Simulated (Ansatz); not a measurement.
Input and command of a plane-wave DFT calculation in Ansatz:

```yaml
crystal:
  lattice:
    - [2.0552366769, -2.2230668426, 0.0]
    - [2.0552366769, 2.2230668426, 0.0]
    - [0.0, 0.0, 5.3223619511]
  atoms:
    - { symbol: Cu, position: [0.0, 0.5, 0.0], spin: 1.0 }
    - { symbol: Cu, position: [0.5, 0.0, 0.5], spin: 1.0 }
    - { symbol: O, position: [0.5, 0.5, 0.25] }
    - { symbol: O, position: [0.5, 0.5, 0.75] }
basis:
  ecutwfc: 420
kpoints:
  mp_grid: { grid: [14, 14, 8] }
hamiltonian:
  xc: pbe
  hubbard: { sites: [{ species: Cu, l: d, u_eff: 4.0 }] }
scf:
  occupations: { method: gaussian, width: 0.1 }
output:
  forces: true
  stress: true
  eigenvalues: true
  populations: true
magnetization:
  spin_polarized: true
```

```bash
ansatz run input.yaml --threads 1 --pin off --max-ram 2560MiB --backend cpu --events-out ev --progress --plain --runs-dir out
```

Processor: Arm Neoverse V1, 1 thread, on a host shared with other jobs.

Task: Estimate time, memory and problem size.

Result: About 2.4 min on 1 thread of Arm Neoverse V1, with other jobs on the host, peak memory 1 GiB. It solves 32 bands at 285 k points (the mesh reduced by symmetry) with about 941 plane waves, in 29 SCF iterations.
